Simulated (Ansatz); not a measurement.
Crystal: PbO2.

```
Pb O
1.0
     0.00000    2.70199    2.70199
     2.70199    0.00000    2.70199
     2.70199    2.70199    0.00000
Pb O
1 2
Direct
  0.00000 0.00000 0.00000
  0.75000 0.75000 0.75000
  0.25000 0.25000 0.25000
```

The cell comes from a database or a generator and needn't be the stable form of this composition.

- Program: Ansatz 0.2.0
- Task: relaxation of cell and atoms
- Functional: PBEsol
- Potentials or basis: Ansatz PAW
- Cutoff: 420 eV (not typed: the program's choice for these potentials)
- k mesh: 9 × 9 × 9
- Occupations: fermi-dirac, width 0.05 eV
- Spin: no spin polarisation

At the start: volume 13.15 Å³/atom.

Problem. How do energy, volume and symmetry change on relaxing?

Solution. It ends after 7 steps and the volume is 12.63 Å³/atom (-4.0 %); space group Fm-3m (No. 225, to 0.05 Å).

Step by step:
```csv
step,energy change (eV),largest force (eV/Å),volume (Å³)
1,0.0000,0.0000,39.45
2,-0.0336,0.0000,37.51
3,-0.0341,0.0000,37.97
4,-0.0342,0.0000,37.94
5,-0.0288,0.0000,37.94
6,-0.0291,0.0000,37.88
7,-0.0290,0.0000,37.88
```

Final structure:
```
Pb O
1.0
     0.00000    2.66558    2.66558
     2.66558    0.00000    2.66558
     2.66558    2.66558    0.00000
Pb O
1 2
Direct
  0.00000 0.00000 0.00000
  0.75000 0.75000 0.75000
  0.25000 0.25000 0.25000
```

Caveat: the plane-wave basis is chosen anew once the cell has moved, so the energies of steps on either side of that aren't comparable; the pressure holds a Pulay correction of +0.7 GPa for the finite cutoff; the PAW data sets come from PBE, with cores solved anew for the run's functional, which leaves a small shift of forces and pressure.
